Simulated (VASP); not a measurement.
Input of a VASP 6.6.1 run:

File INCAR:

```
SYSTEM = Pt
  PREC = Accurate
  ENCUT = 400
  EDIFF = 1E-6
  ISMEAR = 1
  SIGMA = 0.1
  LREAL = Auto
  LASPH = .True.
  NELM = 100
  ALGO = Fast
  ISIF = 2
  LWAVE = .False.
  LCHARG = .False.
  GGA = PS
  ISYM = 0
  KPAR = 4
```

The input KPOINTS:

```
Automatic mesh
0
Gamma
  6 6 1
  0 0 0
```

Contents of POSCAR:

```
Pt                                      
1.0
    5.5437171645      0.0000000000      0.0000000000
    2.7718585823      4.8009998959      0.0000000000
    0.0000000000      0.0000000000     23.2896391657
  Pt            
    16
Selective dynamics
Direct
     0.0000000000000000    0.0000000000000000    0.1073438700000011   F   F   F
     0.5000000000000000    0.0000000000000000    0.1073438700000011   F   F   F
     0.0000000000000000    0.5000000000000000    0.1073438700000011   F   F   F
     0.5000000000000000    0.5000000000000000    0.1073438700000011   F   F   F
     0.1666666667000030    0.1666666667000030    0.2045206892999971   F   F   F
     0.6666666667000030    0.1666666667000030    0.2045206892999971   F   F   F
     0.1666666667000030    0.6666666667000030    0.2045206892999971   F   F   F
     0.6666666667000030    0.6666666667000030    0.2045206892999971   F   F   F
     0.8333326987462464    0.3333334627163737    0.3012530745239242   T   T   T
     0.3333341105673404    0.3333328128735313    0.3012534315733033   T   T   T
     0.8333325256880867    0.8333340161411878    0.3012533088316803   T   T   T
     0.3333337995562192    0.8333332857338409    0.3012536081415425   T   T   T
     0.9999996253721246    0.0000003460073189    0.3998272936694694   T   T   T
     0.5000003487653609    0.9999998307461542    0.3998282817682278   T   T   T
     0.9999996564096839    0.4999999474439422    0.3998267463807355   T   T   T
     0.5000005444292348    0.4999996017330039    0.3998275988666530   T   T   T
```

Potentials or basis: VASP PAW PBE potentials, release 64 (Pt).

Launch:

```bash
$ cat potpaw_PBE.64/Pt/POTCAR > POTCAR
$ mpirun -np 4 vasp_std > vasp.out
```

Q: What does it give for the band gap on the k mesh?

A: None (metal or under the smearing width).

Q: What does it give for the largest force?

A: 0.223 eV/Å.

Forces on the atoms (eV/Å):
```
Pt   0.000  0.000  0.009
Pt   0.000  0.000  0.009
Pt   0.000  0.000  0.009
Pt   0.000  0.000  0.009
Pt   0.000  0.000  0.122
Pt   0.000  0.000  0.122
Pt   0.000  0.000  0.122
Pt   0.000  0.000  0.122
Pt   0.000  0.000  0.092
Pt   0.000  0.000  0.092
Pt   0.000  0.000  0.092
Pt   0.000  0.000  0.092
Pt   0.000  0.000 -0.223
Pt   0.000  0.000 -0.223
Pt   0.000  0.000 -0.223
Pt   0.000  0.000 -0.223
```

Caveat: the PAW data sets were made with another functional, which shifts forces and pressure a little. The run has no spin-orbit coupling, so splittings on Pt are missing.
